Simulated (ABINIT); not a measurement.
# BN (F-43m) in ABINIT: single point with PBEsol

Aim: the single point of BN with PBEsol.

All numbers are computed with ABINIT 10.8.3 (patched build); they aren't measurements. Logs are shortened: lines on timing, memory, paths and dates and some standing lists are left out, and cuts for length are marked. The log counts tension as positive stress, the text compression.

**Experimental background.**

From a printed reference work, monograph, for a bulk crystal of BN at 300 K: band gap 6.4 eV (indirect).

The results are compared with them further down.

### Step 1. Starting point

The structure is cubic, space group F-43m (No. 216). Conventional cell: a = 3.626 Å, b = 3.626 Å, c = 3.626 Å, α = 90.00°, β = 90.00°, γ = 90.00°. N (site symmetry -43m) is surrounded by 4 B at 1.57 Å. B (site symmetry -43m) is surrounded by 4 N at 1.57 Å.

The cell is a database's computed one.

### Step 2. Single point, PBEsol

The input, run.abi:

```
pp_dirpath "./"
pseudos "N.GGA_PBE-JTH.xml, B.GGA_PBE-JTH.xml"

acell 3*1.0
rprim
     0.0000000000     3.4260753537     3.4260753537
     3.4260753537     0.0000000000     3.4260753537
     3.4260753537     3.4260753537     0.0000000000
ntypat 2
znucl 7 5
natom 2
typat 1 2
xred
     0.2500000000     0.2500000000     0.2500000000
     0.0000000000     0.0000000000     0.0000000000

ecut 707.496042 eV
pawecutdg 48.0

kptopt 1
ngkpt 8 8 8
nshiftk 1
shiftk 0.0 0.0 0.0

ixc -116133

nband 8
occopt 3
tsmear 0.05 eV

nstep 100
tolvrs 1.0e-9

iomode 3
prtwf 0
prtden 0
prteig 0
prtebands 0
```

Potentials or basis: JTH PAW PBE v2.0.

Run with:

```console
> abinit run.abi > log 2>&1
```

run.abo:

```text
.Version 10.8.3 of ABINIT
 Symmetries : space group F-4 3 m (#216); Bravais cF (face-center cubic)
================================================================================
 Values of the parameters that define the memory need of the present run
     intxc =       0    ionmov =       0      iscf =      17    lmnmax =       8
     lnmax =       4     mgfft =      24  mpssoang =       2    mqgrid =    3001
     natom =       2  nloc_mem =       2    nspden =       1   nspinor =       1
    nsppol =       1      nsym =      24    n1xccc =       1    ntypat =       2
    occopt =       3   xclevel =       2
       mpw =         528          nfft =       13824          nkpt =          29
 PAW method is used; the additional fine FFT grid is defined by:
   mgfftf=        32    nfftf =     32768
================================================================================
================================================================================

--------------------------------------------------------------------------------
------------- Echo of variables that govern the present computation ------------
--------------------------------------------------------------------------------
 -outvars: echo values of preprocessed input variables --------
            acell      1.0000000000E+00  1.0000000000E+00  1.0000000000E+00 Bohr
              amu      1.40067400E+01  1.08110000E+01
             ecut      2.60000000E+01 Hartree
              ixc     -116133
         kptrlatt        8    0    0      0    8    0      0    0    8
          kptrlen      3.87616178E+01
            natom           2
            nband           8
            ngfft          24      24      24
          ngfftdg          32      32      32
             nkpt          29
            nstep         100
             nsym          24
           ntypat           2
           occopt           3
        pawecutdg      4.80000000E+01 Hartree
         pawxcdev           0
           prtden           0
        prtebands           0
           prteig           0
            prtwf           0
            rprim      0.0000000000E+00  3.4260753537E+00  3.4260753537E+00
                       3.4260753537E+00  0.0000000000E+00  3.4260753537E+00
                       3.4260753537E+00  3.4260753537E+00  0.0000000000E+00
          spgroup         216
           tolvrs      1.00000000E-09
           tsmear      1.83746611E-03 Hartree
            typat      1  2
           useylm           1
           xangst      9.0650049939E-01  9.0650049939E-01  9.0650049939E-01
                       0.0000000000E+00  0.0000000000E+00  0.0000000000E+00
            xcart      1.7130376768E+00  1.7130376768E+00  1.7130376768E+00
                       0.0000000000E+00  0.0000000000E+00  0.0000000000E+00
             xred      2.5000000000E-01  2.5000000000E-01  2.5000000000E-01
                       0.0000000000E+00  0.0000000000E+00  0.0000000000E+00
[... 121 lines left out ...]
       0.250000000000      0.250000000000      0.250000000000
       0.000000000000      0.000000000000      0.000000000000
 rms dE/dt=  7.7730E-29; max dE/dt=  1.3463E-28; dE/dt below (all hartree)
    1       0.000000000000      0.000000000000      0.000000000000
    2       0.000000000000      0.000000000000      0.000000000000

 cartesian coordinates (angstrom) at end:
    1      0.90650049939226     0.90650049939226     0.90650049939226
    2      0.00000000000000     0.00000000000000     0.00000000000000

 cartesian forces (hartree/bohr) at end:
    1      0.00000000000000    -0.00000000000000    -0.00000000000000
    2     -0.00000000000000     0.00000000000000     0.00000000000000
 frms,max,avg= 1.1343880E-29 1.9648176E-29   0.000E+00  0.000E+00  0.000E+00 h/b

 cartesian forces (eV/Angstrom) at end:
    1      0.00000000000000    -0.00000000000000    -0.00000000000000
    2     -0.00000000000000     0.00000000000000     0.00000000000000
 frms,max,avg= 5.8332574E-28 1.0103498E-27   0.000E+00  0.000E+00  0.000E+00 e/A
 length scales=  1.000000000000  1.000000000000  1.000000000000 bohr
              =  0.529177210544  0.529177210544  0.529177210544 angstroms
 Fermi (or HOMO) energy (hartree) =   0.36240   Average Vxc (hartree)=  -0.47634
 Eigenvalues (hartree) for nkpt=  29  k points:
 kpt#   1, nband=  8, wtk=  0.00195, kpt=  0.0000  0.0000  0.0000 (reduced coord)
  -0.42793    0.31303    0.31303    0.31303    0.63277    0.63277    0.63277    0.68435
      occupation numbers for kpt#   1
   2.00000    2.00000    2.00000    2.00000    0.00000    0.00000    0.00000    0.00000
 prteigrs : prtvol=0 or 1, do not print more k-points.

--- !EnergyTerms
iteration_state     : {dtset: 1, }
comment             : Components of total free energy in Hartree
kinetic             :  7.89976802912936E+00
hartree             :  1.79352714522464E+00
xc                  : -3.87137931126353E+00
Ewald energy        : -1.31304314006389E+01
psp_core            :  7.24944099992149E-01
local_psp           : -7.74249662786912E+00
PAW spherical_terms :  1.38227079042922E+00
internal            : -1.29437972749962E+01
'-kT*entropy'       : -5.96272420175943E-16
total_energy        : -1.29437972749962E+01
total_energy_eV     : -3.52218667139598E+02
...

--- !EnergyTermsDC
iteration_state     : {dtset: 1, }
comment             : '"Double-counting" decomposition of free energy'
band_energy         :  1.93548715756000E-01
Ewald energy        : -1.31304314006389E+01
psp_core            :  7.24944099992149E-01
xc_dc               : -9.82287009547687E-01
PAW spherical_terms :  2.50429382735381E-01
internal            : -1.29437962117031E+01
'-kT*entropy'       : -5.96272420175943E-16
total_energy_dc     : -1.29437962117031E+01
total_energy_dc_eV  : -3.52218638205918E+02
...

--- !EnergyTermsWithPAWCore
iteration_state     : {dtset: 1, }
comment             : 'Components of total free energy, including PAW core contributions'
Total energy        : -7.93868510929921E+01
Total energy DC     : -7.93868500296990E+01
Total energy (eV)   : -2.16022626794359E+03
Total energy DC (eV): -2.16022623900991E+03
...

 Cartesian components of stress tensor (hartree/bohr^3)
  sigma(1 1)=  2.05980478E-04  sigma(3 2)=  0.00000000E+00
  sigma(2 2)=  2.05980478E-04  sigma(3 1)=  0.00000000E+00
  sigma(3 3)=  2.05980478E-04  sigma(2 1)=  0.00000000E+00

-Cartesian components of stress tensor (GPa)         [Pressure= -6.0602E+00 GPa]
- sigma(1 1)=  6.06015489E+00  sigma(3 2)=  0.00000000E+00
- sigma(2 2)=  6.06015489E+00  sigma(3 1)=  0.00000000E+00
- sigma(3 3)=  6.06015489E+00  sigma(2 1)=  0.00000000E+00

== END DATASET(S) ==============================================================
================================================================================

 -outvars: echo values of variables after computation  --------
            acell      1.0000000000E+00  1.0000000000E+00  1.0000000000E+00 Bohr
           etotal     -1.2943796212E+01
            fcart      5.4534642690E-46 -1.9648175720E-29 -5.4534642690E-46
                      -5.4534642690E-46  1.9648175720E-29  5.4534642690E-46
            rprim      0.0000000000E+00  3.4260753537E+00  3.4260753537E+00
                       3.4260753537E+00  0.0000000000E+00  3.4260753537E+00
                       3.4260753537E+00  3.4260753537E+00  0.0000000000E+00
           strten      2.0598047819E-04  2.0598047819E-04  2.0598047819E-04
                       0.0000000000E+00  0.0000000000E+00  0.0000000000E+00
           xangst      9.0650049939E-01  9.0650049939E-01  9.0650049939E-01
                       0.0000000000E+00  0.0000000000E+00  0.0000000000E+00
             xred      2.5000000000E-01  2.5000000000E-01  2.5000000000E-01
                       0.0000000000E+00  0.0000000000E+00  0.0000000000E+00
 Calculation completed.
```

Wall time 8.6 s (1 thread of Arm Neoverse V1, shared host); peak memory 0.11 GiB.

Results:

```yaml
Free_energy: -352.2186 eV
Pressure: -6.1 GPa
Band_gap_on_the_k_mesh: 4.26 eV, indirect (least direct gap 8.70 eV)
Valence_electrons_inside_the_program's_atomic_spheres: N 2.70; B 2.04
```

Caveat: the PAW data sets were made with another functional, which shifts forces and pressure a little.

### Step 3. The reference run

An earlier run on the cell as given: functional PBE; potentials or basis JTH PAW PBE v2.0; cutoff 707 eV; k mesh 13 × 13 × 13; occupations fermi-dirac, width 0.05 eV; no spin polarisation.

* Pressure: -0.4 GPa
* Band gap on the k mesh: 4.52 eV, indirect (least direct gap 8.76 eV)
* Valence electrons inside the program's atomic spheres: N 2.72; B 2.05

### Step 4. Against experiment

Step 2. Measured gap of BN: 6.4 eV (indirect; 300 K; a printed reference work, monograph). This calculation gives 4.26 eV (-2.14 eV). The value is that of PBEsol on a finite k mesh, which can miss the band edges, without temperature or zero-point motion. Semilocal functionals fall short of measured gaps as a rule. The cell is a database's relaxed one, not the measured one, which moves gaps too.
